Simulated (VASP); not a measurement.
```
ZnTe
1.0
    0.00000     3.04584     3.04584
    3.04584     0.00000     3.04584
    3.04584     3.04584     0.00000
Zn Te
1 1
Cartesian
  6.09168   6.09168   6.09168
  1.52292   1.52292   1.52292
```

All values below come from AM05 GGA, VASP's PBE PAW potentials (set 64) (plane waves; VASP 6.6.1). Settings: 520 eV cut-off, 8×8×8 Γ-centred mesh, tetrahedra with Blöchl corrections, potentials Zn Te.

Unless said otherwise, spin-orbit coupling is left out, though it shifts the bands of the heavy elements here.

### Question
Estimate the energy per atom (σ→0), band gap (on the k-mesh) with the smallest direct gap where there is one.

### Answer

band gap (on the k-mesh): 1.25 eV
smallest direct gap (on the k-mesh): 1.25 eV
energy per atom (σ→0): -2.718 eV/atom

The absolute energy has meaning only against runs of the same code, potentials and settings.

The compound is ZnTe in the zinc blende structure. It was relaxed first.
